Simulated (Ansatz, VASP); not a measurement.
# One calculation of Al, two programs

The input INCAR:

```
SYSTEM = Al
ALGO     = Fast           ! electronic algorithm
EDIFF    = 1E-6           ! SCF threshold, eV
ENCUT    = 520            ! plane-wave cutoff, eV
GGA      = PE             ! functional
ISIF     = 2              ! what is computed and relaxed
ISMEAR   = 0              ! smearing method
LASPH    = .True.         ! aspherical terms in the spheres
LCHARG   = .False.        ! write CHGCAR
LREAL    = .False.        ! projectors in reciprocal space
LWAVE    = .False.        ! write WAVECAR
NBANDS   = 8              ! bands
NELM     = 100            ! most SCF steps
PREC     = Accurate       ! precision mode
SIGMA    = 0.15           ! smearing width, eV
```

KPOINTS

```
k-points
0
Gamma
  24 24 24
  0 0 0
```

POSCAR

```
Al
1.0
   -1.7637872346      1.5958074980      1.5958074980
    1.5958074980     -1.7637872346      1.5958074980
    1.5958074980      1.5958074980     -1.7637872346
Al
1
Direct
    0.0000000000      0.0000000000      0.0000000000
```

Input for Ansatz:

```yaml
crystal:
  lattice:
    - [-1.7637872346, 1.595807498, 1.595807498]
    - [1.595807498, -1.7637872346, 1.595807498]
    - [1.595807498, 1.595807498, -1.7637872346]
  atoms:
    - { symbol: Al, position: [0.0, 0.0, 0.0] }
basis:
  ecutwfc: 420
kpoints:
  mp_grid: { grid: [24, 24, 24] }
hamiltonian:
  xc: pbe
scf:
  occupations: { method: gaussian, width: 0.15 }
output:
  forces: true
  stress: true
  eigenvalues: true
```

Alike in both runs: task single point; functional PBE; k mesh 24 × 24 × 24; occupations gaussian, width 0.15 eV; no spin polarisation.

|  | VASP | Ansatz |
| --- | --- | --- |
| version | VASP 6.6.1 | Ansatz 0.2.0 |
| potentials or method | VASP PAW PBE potentials, release 64 (Al) | scalar-relativistic, plane waves, PAW |
| plane-wave cutoff (eV) | 520 | 420 |
| valence electrons in the cell | 3 | 3 |

VASP gave:

- gap on the k mesh at the Fermi level (eV): none
- pressure (GPa): 7.6
- largest component of the traceless stress (GPa): 8.29

What did Ansatz give for the same quantities?

gap on the k mesh at the Fermi level (eV): none; pressure (GPa): 7.6; largest component of the traceless stress (GPa): 8.32.

A gap of «none» marks a metal or a gap that the smearing closes. The functional is the same, so the differences come from potentials, cutoffs and numerics.
